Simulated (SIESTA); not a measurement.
PtS2:

```
CELL_PARAMETERS angstrom
3.54320 0.00000 0.00000
-1.77160 3.06850 0.00000
0.00000 0.00000 5.03880
ATOMIC_POSITIONS crystal
Pt 0.00000 0.00000 0.00000
S 0.66667 0.33333 0.77300
S 0.33333 0.66667 0.22700
```

Base run:

* Program: SIESTA 5.4.2
* Functional: BLYP
* Potentials or basis: PseudoDojo 0.4 standard (PBE files)
* Basis: DZP (energy shift 0.003 Ry; two zetas on semicore shells)
* Grid cutoff: 800 Ry
* Energy shift: 0.003 Ry
* k mesh: 9 × 9 × 5
* Occupations: fermi-dirac, width 0.05 eV
* Spin: no spin polarisation

Its results: band gap on the k mesh 0.98 eV, indirect (least direct gap 1.05 eV); pressure 22.8 GPa; largest force 2.507 eV/Å.

Problem. After a change of settings the same cell gave: band gap on the k mesh 0.94 eV, indirect (least direct gap 0.97 eV); pressure 9.2 GPa; largest force 1.456 eV/Å. Which change was it?
A. functional from BLYP to vdW-DF-cx
B. functional from BLYP to AM05; potentials or basis from PseudoDojo 0.4 standard (PBE files) to PseudoDojo 0.4 standard (PBEsol files)
C. functional from BLYP to LDA; potentials or basis from PseudoDojo 0.4 standard (PBE files) to PseudoDojo 0.4 standard (LDA files)

Solution. B.

Caveats: short orbitals over semicore shells can move pressures by several GPa; the potentials were made for another functional, which shifts forces and pressure; spin-orbit coupling is left out, which moves the levels of the heavy elements; the basis of atomic orbitals isn't converged, which shifts pressures, moduli and gaps.

Runs at the PBE level aren't shown here.
